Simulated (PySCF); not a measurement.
**Frontier orbitals and the lowest excitations**

Compound: fluoroform, CHF3.
Geometry (GFN2-xTB, Å), atoms numbered from 1 in this order:
```xyz
5
CHF3 angstrom
F     -0.902   -0.816   -0.481
C      0.005   -0.008    0.054
F      1.178   -0.257   -0.516
F     -0.337    1.246   -0.220
H      0.065   -0.163    1.146
```

Method used: PySCF 2.14.0, density-fitted response routines, TDDFT CAM-B3LYP/def2-SVPD, vertical, gas phase, core orbitals frozen in the response.

Kohn–Sham orbitals with the atoms that hold most of them (Löwdin shares over 4%, at most four atoms; ? is withheld):

| orbital | ε (eV) | atoms |
| --- | --- | --- |
| HOMO-3 | -14.35 | F4 50%, F3 29%, F1 16% |
| HOMO-2 | -14.35 | F1 47%, F3 34%, F4 14% |
| HOMO-1 | -13.71 | F1 33%, F3 33%, F4 33% |
| HOMO | ? | ? |
| LUMO | 1.31 | ? |
| LUMO+1 | 2.54 | F4 23%, F3 23%, F1 23%, H5 20% |
| LUMO+2 | 2.73 | F3 36%, F1 24%, F4 19%, H5 15% |

Question: Give the leading atoms of the HOMO.

Answer: F1 (bonded to C) 21%; F4 (bonded to C) 21%; F3 (bonded to C) 21%; C2 (bonded to 3 F and H) 20%. By element: fluorine 62%, carbon 20%.

Question: Which atoms hold the LUMO, and with what shares?

Answer: C2 (bonded to 3 F and H) 51%; H5 (bonded to C) 22%; F4 (bonded to C) 9%; F3 (bonded to C) 9%. By element: carbon 51%, hydrogen 22%, fluorine 18% or more.

Question: What is the HOMO energy, and the HOMO–LUMO gap?

Answer: ε(HOMO) = -13.08 eV; the gap is 14.39 eV (0.5289 hartree).

Within 0.005 eV of a neighbour in this list lie HOMO-3/HOMO-2 (point group found: C3v); within a degenerate set the shares of single atoms can hang on how the components are chosen.

Question: How does S1 compare with the orbital gap of 14.39 eV?

Answer: S1 is at 10.99 eV (f = 0.023), 3.40 eV below the gap, made of HOMO→LUMO (96%). 

Question: Give energy, strength and leading configuration of S1, S2 and S5, and follow the Löwdin shares of the leading atoms from the occupied to the empty orbital.

Answer: 
- S1 (10.99 eV, f 0.023), HOMO→LUMO (96%): F1 21% → at most 10%, F4 21% → 9%, C2 20% → 51%, H5 at most 18% → 22%
- S2 (11.63 eV, f 0.0000), HOMO-1→LUMO (96%): F1 33% → at most 10%, F3 33% → 9%, C2 at most 1% → 51%, H5 at most 1% → 22%
- S5 (12.37 eV, f 0.254), HOMO→LUMO+1 (95%): F1 21% → 23%, F4 21% → 23%, F3 21% → 23%

Orbitals of the list HOMO-3 to LUMO+2 that lie within 0.01 eV of each other are written together with a slash and their weights summed (≥ marks a lower bound); for degenerate orbitals outside that list single weights are arbitrary.

Hardware: one thread of an Arm Neoverse V1, shared host. Cost: 4.8 s wall.
